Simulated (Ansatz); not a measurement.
Two isomers of C4H6: A = `C1[C@H]2C[C@@H]12`, B = `CC1C=C1`.

Gas-phase electronic energies from Ansatz, PBE0-D4/def2-TZVP geometries. CCSD(T)/CBS is the MP2 limit (def2-TZVPP, def2-QZVPP) plus CCSD(T) − MP2 in def2-TZVPP, frozen cores. DFT in def2-TZVPP. B3LYP here is the variant with VWN-RPA as its local correlation; programs differ in this.

A:

```xyz
10

C     0.854   -0.710    0.361
C    -0.608   -0.436    0.304
C    -0.611    0.474   -0.876
C     0.350    0.686    0.242
H     1.263   -1.005    1.324
H     1.341   -1.173   -0.498
H    -1.382   -0.641    1.025
H    -0.240    0.103   -1.832
H    -1.437    1.175   -0.955
H     0.470    1.527    0.905
```

B:

Z-matrix (Å, degrees):
```
C
C 1 1.509
H 1 1.094 2 111.2
H 1 1.094 2 111.2 3 119.7
H 1 1.093 2 110.8 3 -120.2
C 2 1.498 1 121.9 3 150.6
C 2 1.498 1 121.9 3 89.7
H 2 1.093 1 113.3 3 -59.8
H 6 1.077 2 146.1 1 71.6
H 7 1.077 2 146.1 1 -71.6
```

Task: Which isomer does CCSD(T)/CBS put lower? Give the gap. (An estimate is asked.)

Result: Ansatz gave: A, by 32.2 kJ/mol.

Task: Give E(B) − E(A) in kJ/mol with CCSD(T)/def2-SVP, PBE0-D4, ωB97M-V, MP2/def2-TZVPP, LDA (SPW92), B3LYP-D4, PBE-D4. (Estimate.)

Result: Ansatz gave: CCSD(T)/def2-SVP 31.2, PBE0-D4 47.4, ωB97M-V 37.7, MP2/def2-TZVPP 43.8, LDA (SPW92) 57.1, B3LYP-D4 24.3, PBE-D4 40.2. None reverses the order clearly.

Task: Does the order hold for the free energy at 298.15 K (harmonic terms from PBE0-D4)? (Best estimate.)

Result: The calculation gave: Yes: G(B) − G(A) = +21.4 kJ/mol.

Largest T1 diagnostic: 0.009.

In def2-TZVPP, CCSD(T) changes the Hartree–Fock value by +9.3 kJ/mol (the triples alone add −0.5 kJ/mol) and MP2 by +20.1 kJ/mol. From PBE to PBE0 (25 % exact exchange), in def2-TZVPP and without D4, E(B) − E(A) moves by +7.2 kJ/mol.
